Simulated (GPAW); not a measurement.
# Ge (P6_3/mmc) in GPAW: further runs, part 2 of 2

GPAW 26.7.0. The steps go on from the part before.

## 4. Phonons, PBE

File run.py:

```python
import json
import numpy as np
from ase import Atoms
from ase.constraints import FixSymmetry
from ase.filters import FrechetCellFilter
from ase.io import read, write
from ase.optimize import BFGS
from phonopy import Phonopy
from phonopy.structure.atoms import PhonopyAtoms
from gpaw import GPAW, PW

atoms = read('POSCAR')

calc = GPAW(mode=PW(600),
            xc='PBE',
            kpts={'size': (6, 6, 3), 'gamma': True},
            occupations={'name': 'fermi-dirac', 'width': 0.05},
            nbands=18,
            convergence={'density': 1e-06, 'eigenstates': 1e-09},
            maxiter=150,
            txt='gpaw.txt')
atoms.calc = calc
atoms.set_constraint(FixSymmetry(atoms))
BFGS(FrechetCellFilter(atoms), trajectory='relax.traj', logfile='-').run(fmax=0.005, steps=40)
atoms.set_constraint()
energy = atoms.get_potential_energy()
forces = atoms.get_forces()
stress = atoms.get_stress()
calc.write('gs.gpw')
write('result.traj', atoms)
print('Cell:', atoms.cell.cellpar().round(4))
print(atoms.get_scaled_positions().round(5))

def force_constants(scale):
    unit = PhonopyAtoms(symbols=atoms.get_chemical_symbols(), cell=atoms.cell[:] * scale**(1 / 3),
                        scaled_positions=atoms.get_scaled_positions())
    ph = Phonopy(unit, supercell_matrix=np.diag([1, 1, 1]), primitive_matrix=np.eye(3), symprec=1e-4)
    ph.generate_displacements(distance=0.03)
    forces = []
    for i, sc in enumerate(ph.supercells_with_displacements):
        a = Atoms(sc.symbols, cell=sc.cell, scaled_positions=sc.scaled_positions, pbc=True)
        c = GPAW(mode=PW(510),
                 xc='PBE',
                 kpts={'size': (6, 6, 3), 'gamma': True},
                 occupations={'name': 'fermi-dirac', 'width': 0.05},
                 nbands=18,
                 convergence={'density': 1e-06, 'eigenstates': 1e-09},
                 maxiter=150,
                 txt=f'disp-{scale:.3f}-{i:02d}.txt')
        a.calc = c
        f = a.get_forces()
        forces.append(f - f.mean(axis=0))
        print(f'displacement {i}: drift', f.mean(axis=0).round(5), flush=True)
    ph.forces = forces
    ph.produce_force_constants()
    ph.symmetrize_force_constants()
    return ph

qpoints = [[0.0, 0.0, 0.0]]
results = {}
for scale in [1.0]:
    ph = force_constants(scale)
    ph.run_qpoints(qpoints)
    nu = ph.qpoints.frequencies * 33.35641  # THz to cm^-1
    results[f'{scale:.3f}'] = nu.tolist()
    for qp, f in zip(qpoints, nu):
        print(scale, np.round(qp, 4), f.round(2))
json.dump(results, open('phonons.json', 'w'))
```

File POSCAR:

```
Ge
1.0
    3.9975858431      0.0000000000      0.0000000000
   -1.9987929216      3.4620108940      0.0000000000
    0.0000000000      0.0000000000      6.5993779500
Ge
4
Direct
    0.3333333333      0.6666666667      0.9370987500
    0.6666666667      0.3333333333      0.4370987500
    0.3333333333      0.6666666667      0.5629012500
    0.6666666667      0.3333333333      0.0629012500
```

Potentials or basis: GPAW PAW data sets (gpaw-data 1.2.1), pw.

Launch:

```console
OMP_NUM_THREADS=1 python run.py
```

gpaw.txt:

```text
__  _  _
 | _ |_)|_||  |
 |__||  | ||/\| - 26.7.0

Input parameters:
  mode=PW(ecut=600.0),
  convergence={'density': 1e-06, 'eigenstates': 1e-09},
  kpts=MonkhorstPack(size=(6, 6, 3), gamma=True),
  maxiter=150,
  nbands=18,
  occupations=Occupations(name='fermi-dirac', width=0.05),
  xc=XC(name='PBE')

Diagonalizing LCAO Hamiltonian
Converting LCAO to pw mode

        Ge

        Ge
            Ge

            Ge

Atoms  # Å, Bohr magnetons
|   | symbol |         x |        y |        z |    initial magnetic moments |
|---|--------|-----------|----------|----------|-----------------------------|
| 0 |     Ge | -0.000000 | 2.308007 | 6.184269 | ( 0.0000,  0.0000,  0.0000) |
| 1 |     Ge |  1.998793 | 1.154004 | 2.884580 | ( 0.0000,  0.0000,  0.0000) |
| 2 |     Ge | -0.000000 | 2.308007 | 3.714798 | ( 0.0000,  0.0000,  0.0000) |
| 3 |     Ge |  1.998793 | 1.154004 | 0.415109 | ( 0.0000,  0.0000,  0.0000) |

Unit cell  # Å
| periodic |         x |        y |        z |  lengths |     angles |
|----------|-----------|----------|----------|----------|------------|
|      yes |  3.997586 | 0.000000 | 0.000000 | 3.997586 |  90.000000 |
|      yes | -1.998793 | 3.462011 | 0.000000 | 3.997586 |  90.000000 |
|      yes |  0.000000 | 0.000000 | 6.599378 | 6.599378 | 120.000000 |

Number of symmetries: 12
Symmetry operations  # r_c * U_cc + t_c -> r_c
|    | kind |            matrix            |
|----|------|------------------------------|
|  0 |  σ   |  1, 1, 0,  0,-1, 0,  0, 0, 1 |
|  1 |  S6  |  1, 1, 0, -1, 0, 0,  0, 0,-1 |
|  2 |  E   |  1, 0, 0,  0, 1, 0,  0, 0, 1 |
|  3 |  C2  |  1, 0, 0, -1,-1, 0,  0, 0,-1 |
|  4 |  C2  |  0, 1, 0,  1, 0, 0,  0, 0,-1 |
|  5 |  C3  |  0, 1, 0, -1,-1, 0,  0, 0, 1 |
|  6 |  S6  |  0,-1, 0,  1, 1, 0,  0, 0,-1 |
|  7 |  σ   |  0,-1, 0, -1, 0, 0,  0, 0, 1 |
|  8 |  σ   | -1, 0, 0,  1, 1, 0,  0, 0, 1 |
|  9 |  i   | -1, 0, 0,  0,-1, 0,  0, 0,-1 |
| 10 |  C3  | -1,-1, 0,  1, 0, 0,  0, 0, 1 |
| 11 |  C2  | -1,-1, 0,  0, 1, 0,  0, 0,-1 |
[... 191 lines left out ...]
Atoms  # Å, Bohr magnetons
|   | symbol |         x |        y |        z |    initial magnetic moments |
|---|--------|-----------|----------|----------|-----------------------------|
| 0 |     Ge | -0.000000 | 2.312086 | 6.193111 | ( 0.0000,  0.0000,  0.0000) |
| 1 |     Ge |  2.002325 | 1.156043 | 2.888500 | ( 0.0000,  0.0000,  0.0000) |
| 2 |     Ge | -0.000000 | 2.312086 | 3.720722 | ( 0.0000,  0.0000,  0.0000) |
| 3 |     Ge |  2.002325 | 1.156043 | 0.416111 | ( 0.0000,  0.0000,  0.0000) |

Unit cell  # Å
| periodic |         x |         y |        z |  lengths |     angles |
|----------|-----------|-----------|----------|----------|------------|
|      yes |  4.004651 |  0.000000 | 0.000000 | 4.004651 |  90.000000 |
|      yes | -2.002325 |  3.468129 | 0.000000 | 4.004651 |  90.000000 |
|      yes |  0.000000 | -0.000000 | 6.609222 | 6.609222 | 120.000000 |

Number of symmetries: 12
Symmetry operations  # r_c * U_cc + t_c -> r_c
|    | kind |            matrix            |
|----|------|------------------------------|
|  0 |  σ   |  1, 1, 0,  0,-1, 0,  0, 0, 1 |
|  1 |  S6  |  1, 1, 0, -1, 0, 0,  0, 0,-1 |
|  2 |  E   |  1, 0, 0,  0, 1, 0,  0, 0, 1 |
|  3 |  C2  |  1, 0, 0, -1,-1, 0,  0, 0,-1 |
|  4 |  C2  |  0, 1, 0,  1, 0, 0,  0, 0,-1 |
|  5 |  C3  |  0, 1, 0, -1,-1, 0,  0, 0, 1 |
|  6 |  S6  |  0,-1, 0,  1, 1, 0,  0, 0,-1 |
|  7 |  σ   |  0,-1, 0, -1, 0, 0,  0, 0, 1 |
|  8 |  σ   | -1, 0, 0,  1, 1, 0,  0, 0, 1 |
|  9 |  i   | -1, 0, 0,  0,-1, 0,  0, 0,-1 |
| 10 |  C3  | -1,-1, 0,  1, 0, 0,  0, 0, 1 |
| 11 |  C2  | -1,-1, 0,  0, 1, 0,  0, 0,-1 |
[... 381 lines left out ...]
Gap: 0.297 eV
Transition (v -> c):
  (s=0, k=0, n=7, [0.00, 0.00, 0.00]) -> (s=0, k=0, n=8, [0.00, 0.00, 0.00])
No difference between direct/indirect transitions

Stress tensor  # eV/Ang^3
|        x |        y |         z |
|----------|----------|-----------|
| 0.000303 | 0.000000 |  0.000000 |
| 0.000000 | 0.000303 |  0.000000 |
| 0.000000 | 0.000000 | -0.000629 |

Forces  # eV/Ang
|        x |        y |        z |
|----------|----------|----------|
|  0.00000 |  0.00000 |  0.06547 |  # Ge   0
|  0.00000 | -0.00000 |  0.06547 |  # Ge   1
| -0.00000 |  0.00000 | -0.06547 |  # Ge   2
|  0.00000 | -0.00000 | -0.06547 |  # Ge   3
[... 10 lines left out ...]
Atoms  # Å, Bohr magnetons
|   | symbol |         x |        y |        z |    initial magnetic moments |
|---|--------|-----------|----------|----------|-----------------------------|
| 0 |     Ge | -0.000000 | 2.348250 | 6.275692 | ( 0.0000,  0.0000,  0.0000) |
| 1 |     Ge |  2.033645 | 1.174125 | 2.926302 | ( 0.0000,  0.0000,  0.0000) |
| 2 |     Ge | -0.000000 | 2.348250 | 3.772479 | ( 0.0000,  0.0000,  0.0000) |
| 3 |     Ge |  2.033645 | 1.174125 | 0.423088 | ( 0.0000,  0.0000,  0.0000) |

Unit cell  # Å
| periodic |         x |         y |        z |  lengths |     angles |
|----------|-----------|-----------|----------|----------|------------|
|      yes |  4.067289 | -0.000000 | 0.000000 | 4.067289 |  90.000000 |
|      yes | -2.033645 |  3.522376 | 0.000000 | 4.067289 |  90.000000 |
|      yes |  0.000000 |  0.000000 | 6.698781 | 6.698781 | 120.000000 |

Number of symmetries: 12
Symmetry operations  # r_c * U_cc + t_c -> r_c
|    | kind |            matrix            |
|----|------|------------------------------|
|  0 |  σ   |  1, 1, 0,  0,-1, 0,  0, 0, 1 |
|  1 |  S6  |  1, 1, 0, -1, 0, 0,  0, 0,-1 |
|  2 |  E   |  1, 0, 0,  0, 1, 0,  0, 0, 1 |
|  3 |  C2  |  1, 0, 0, -1,-1, 0,  0, 0,-1 |
|  4 |  C2  |  0, 1, 0,  1, 0, 0,  0, 0,-1 |
|  5 |  C3  |  0, 1, 0, -1,-1, 0,  0, 0, 1 |
|  6 |  S6  |  0,-1, 0,  1, 1, 0,  0, 0,-1 |
|  7 |  σ   |  0,-1, 0, -1, 0, 0,  0, 0, 1 |
|  8 |  σ   | -1, 0, 0,  1, 1, 0,  0, 0, 1 |
|  9 |  i   | -1, 0, 0,  0,-1, 0,  0, 0,-1 |
| 10 |  C3  | -1,-1, 0,  1, 0, 0,  0, 0, 1 |
| 11 |  C2  | -1,-1, 0,  0, 1, 0,  0, 0,-1 |
[... 378 lines left out ...]
Gap: 0.250 eV
Transition (v -> c):
  (s=0, k=0, n=7, [0.00, 0.00, 0.00]) -> (s=0, k=0, n=8, [0.00, 0.00, 0.00])
No difference between direct/indirect transitions

Stress tensor  # eV/Ang^3
|         x |         y |        z |
|-----------|-----------|----------|
| -0.000321 |  0.000000 | 0.000000 |
|  0.000000 | -0.000321 | 0.000000 |
|  0.000000 |  0.000000 | 0.000616 |

Forces  # eV/Ang
|        x |        y |        z |
|----------|----------|----------|
| -0.00000 |  0.00000 |  0.00228 |  # Ge   0
| -0.00000 |  0.00000 |  0.00228 |  # Ge   1
|  0.00000 | -0.00000 | -0.00228 |  # Ge   2
|  0.00000 | -0.00000 | -0.00228 |  # Ge   3
[... 88 lines left out ...]
species:
  Ge:
    name:    Germanium
    Z:       32.0
    valence: 4
    core:    28
    charge:  0.0  # [|e|]
    compensation charges:
      type: gauss
      rc: 0.32  # [Å]
      lmax: 2
    cutoffs:
      filter: 1.77  # [Å]
      core: 3.4
[... cut ...]
,  0, 0, 1 |
|  8 |  σ   | -1, 0, 0,  1, 1, 0,  0, 0, 1 |
|  9 |  i   | -1, 0, 0,  0,-1, 0,  0, 0,-1 |
| 10 |  C3  | -1,-1, 0,  1, 0, 0,  0, 0, 1 |
| 11 |  C2  | -1,-1, 0,  0, 1, 0,  0, 0,-1 |

BZ-sampling:
  Number of BZ points: 108
  Number of IBZ points: 17

  Monkhorst-Pack size: [6, 6, 3]
  Monkhorst-Pack shift: [0.08333333333333333, 0.08333333333333333, 0.0]
[... 369 lines left out ...]
Gap: 0.237 eV
Transition (v -> c):
  (s=0, k=0, n=7, [0.00, 0.00, 0.00]) -> (s=0, k=0, n=8, [0.00, 0.00, 0.00])
No difference between direct/indirect transitions

Stress tensor  # eV/Ang^3
|         x |         y |        z |
|-----------|-----------|----------|
|  0.000003 | -0.000000 | 0.000000 |
| -0.000000 |  0.000003 | 0.000000 |
|  0.000000 |  0.000000 | 0.000246 |

Forces  # eV/Ang
|        x |        y |        z |
|----------|----------|----------|
| -0.00000 | -0.00000 | -0.00357 |  # Ge   0
|  0.00000 |  0.00000 | -0.00357 |  # Ge   1
| -0.00000 | -0.00000 |  0.00357 |  # Ge   2
|  0.00000 | -0.00000 |  0.00357 |  # Ge   3
[... 199 lines left out ...]
Gap: 0.238 eV
Transition (v -> c):
  (s=0, k=0, n=7, [0.00, 0.00, 0.00]) -> (s=0, k=0, n=8, [0.00, 0.00, 0.00])
No difference between direct/indirect transitions

Stress tensor  # eV/Ang^3
|         x |        y |        z |
|-----------|----------|----------|
|  0.000015 | 0.000000 | 0.000000 |
| -0.000000 | 0.000015 | 0.000000 |
|  0.000000 | 0.000000 | 0.000032 |

Forces  # eV/Ang
|        x |        y |        z |
|----------|----------|----------|
| -0.00000 | -0.00000 | -0.00096 |  # Ge   0
|  0.00000 |  0.00000 | -0.00096 |  # Ge   1
| -0.00000 |  0.00000 |  0.00096 |  # Ge   2
|  0.00000 | -0.00000 |  0.00096 |  # Ge   3

# Writing to gs.gpw (mode='')
```

It took 2.6 min on 1 thread of AMD EPYC 7R13 (Zen 3), shared host; peak memory 0.31 GiB.

What came out:

```yaml
Free_energy: -17.9570 eV
Relaxed_volume: 24.00 Å³/atom
Relaxed_cell: a = 4.070 Å, b = 4.070 Å, c = 6.694 Å, α = 90.00°, β = 90.00°, γ = 120.00°
Space_group_after_relaxing_to_0.05_Å: P6_3/mmc (No. 194)
Pressure_after_relaxing: 0.0 GPa
Band_gap_on_the_k_mesh: 0.24 eV, direct
Highest_phonon_frequency_at_Γ: 274 cm⁻¹
```

Final structure:
```yaml
crystal:
  lattice:
    - [4.06974, 0.00000, 0.00000]
    - [-2.03487, 3.52450, 0.00000]
    - [0.00000, 0.00000, 6.69388]
  atoms:
    - { symbol: Ge, position: [0.33333, 0.66667, 0.93726] }
    - { symbol: Ge, position: [0.66667, 0.33333, 0.43726] }
    - { symbol: Ge, position: [0.33333, 0.66667, 0.56274] }
    - { symbol: Ge, position: [0.66667, 0.33333, 0.06274] }
```

Phonon frequencies in cm⁻¹ (negative: imaginary):
| q point | frequencies |
| --- | --- |
| (0.000, 0.000, 0.000) | 0 0 0 52 52 204 224 264 264 273 274 274 |

Caveat: the cutoff is short for stress and forces, so pressures can be off by a GPa or more; an odd mesh through Γ misses points on the zone boundary, where band edges often lie.

## 5. Band structure, LDA

File run.py:

```python
from ase import Atoms
from ase.dft.bandgap import bandgap
from ase.io import write
from ase.units import GPa
from gpaw import GPAW, PW

atoms = Atoms(['Ge', 'Ge', 'Ge', 'Ge'],
              cell=[[3.9975858431, 0.0, 0.0],
                    [-1.9987929216, 3.462010894, 0.0],
                    [0.0, 0.0, 6.59937795]],
              scaled_positions=[[0.3333333333, 0.6666666667, 0.93709875],
                                [0.6666666667, 0.3333333333, 0.43709875],
                                [0.3333333333, 0.6666666667, 0.56290125],
                                [0.6666666667, 0.3333333333, 0.06290125]],
              pbc=True)

calc = GPAW(mode=PW(600),
            xc='LDA',
            kpts={'size': (6, 6, 4), 'gamma': True},
            occupations={'name': 'fermi-dirac', 'width': 0.05},
            nbands=18,
            convergence={'density': 1e-05, 'energy': 1e-05},
            maxiter=150,
            txt='gpaw.txt')
atoms.calc = calc
energy = atoms.get_potential_energy()
forces = atoms.get_forces()
stress = atoms.get_stress()
calc.write('gs.gpw')
write('result.traj', atoms)
print(f'Energy: {energy:.6f} eV')
print('Forces (eV/A):')
print(forces.round(4))
print('Stress (GPa):', (stress / GPa).round(3))
print('Fermi level:', round(calc.get_fermi_level(), 4), 'eV')
print(f'Gap: {bandgap(calc)[0]:.4f} eV, direct: {bandgap(calc, direct=True)[0]:.4f} eV')

path = atoms.cell.bandpath('GMKGALHA,LM,KH', npoints=60, eps=1e-4)
bs_calc = calc.fixed_density(kpts=path, symmetry='off', nbands=34,
                             convergence={'bands': 'CBM+6.0', 'eigenstates': 1e-6}, txt='bands.txt')
bs = bs_calc.band_structure()
bs.write('bs.json')
print(f'Gap on the path: {bandgap(bs_calc)[0]:.4f} eV')
```

Potentials or basis: the program's PAW data sets (release 1.2.1) made for this functional, pw.

Launch:

```console
OMP_NUM_THREADS=1 python run.py
```

Wall time 34 s (1 thread of Intel Xeon 6975P-C (Granite Rapids), shared host); peak memory 0.35 GiB.

Results (log left out):

```
Free energy             : -20.6664 eV
Pressure                : -1.5 GPa
Band gap along the path : none (metal or under the smearing width)
```

Forces in eV/Å, atoms in the order of the input:
```
Ge   0.000  0.000  0.002
Ge   0.000  0.000  0.002
Ge   0.000  0.000 -0.002
Ge   0.000  0.000 -0.002
```

Stress tensor (GPa, compression positive):
```
-1.33  0.00  0.00
 0.00 -1.33  0.00
 0.00  0.00 -1.98
```

Levels at the corners of the path, in eV from the Fermi level:
| point | band 6 | band 7 | band 8 | band 9 | band 10 | band 11 |
| --- | --- | --- | --- | --- | --- | --- |
| Γ | -0.13 | -0.10 | -0.10 | 0.18 | 0.18 | 2.31 |
| M | -3.00 | -2.77 | -1.38 | 0.51 | 1.63 | 3.55 |
| K | -3.41 | -3.41 | -3.14 | 1.45 | 4.57 | 4.57 |
| Γ | -0.13 | -0.10 | -0.10 | 0.18 | 0.18 | 2.31 |
| A | -0.79 | -0.79 | -0.79 | 0.65 | 0.65 | 3.42 |
| L | -2.49 | -2.34 | -2.34 | 0.50 | 0.50 | 2.13 |
| H | -4.24 | -1.95 | -1.95 | 1.24 | 1.24 | 4.12 |
| A | -0.79 | -0.79 | -0.79 | 0.65 | 0.65 | 3.42 |
| L | -2.49 | -2.34 | -2.34 | 0.50 | 0.50 | 2.13 |
| M | -3.00 | -2.77 | -1.38 | 0.51 | 1.63 | 3.55 |
| K | -3.41 | -3.41 | -3.14 | 1.45 | 4.57 | 4.57 |
| H | -4.24 | -1.95 | -1.95 | 1.24 | 1.24 | 4.12 |

## 6. Summary

```csv
task,level,potentials or basis,spin,cell,k mesh,cutoff (eV),band path,band points,spin axis theta (degrees),spin axis phi (degrees),soc after scf,pressure (GPa),largest force (eV/Å)
band structure,PBEsol,"PAW data sets generated in the run's folder for this functional, pw",off,as given,8 × 8 × 4,600,"GMKGALHA,LM,KH",100,-,-,-,0.3,0.01
band structure,PBEsol,"PAW data sets generated in the run's folder for this functional, pw","SOC, no magnetisation",as given,8 × 8 × 4,600,"GMKGALHA,LM,KH",100,54.7,45,second variation,0.3,0.01
phonons,PBE,"GPAW PAW data sets (gpaw-data 1.2.1), pw",off,relaxed,6 × 6 × 3,510,-,-,-,-,-,0.0,-
band structure,LDA,"the program's PAW data sets (release 1.2.1) made for this functional, pw",off,as given,6 × 6 × 4,600,"GMKGALHA,LM,KH",60,-,-,-,-1.5,-
```

Alike in all rows: smearing fermi-dirac 0.05 eV.

Caveats: spin-orbit coupling was added after a scalar SCF, so levels and gaps hold it while energy, forces, pressure and moments don't (some runs); this program's spin-orbit splittings come out too wide for heavy elements (some runs); the cutoff is short for stress and forces, so pressures can be off by a GPa or more (some runs); an odd mesh through Γ misses points on the zone boundary, where band edges often lie (some runs).

Absolute energies hang on the potentials; compare differences alone.
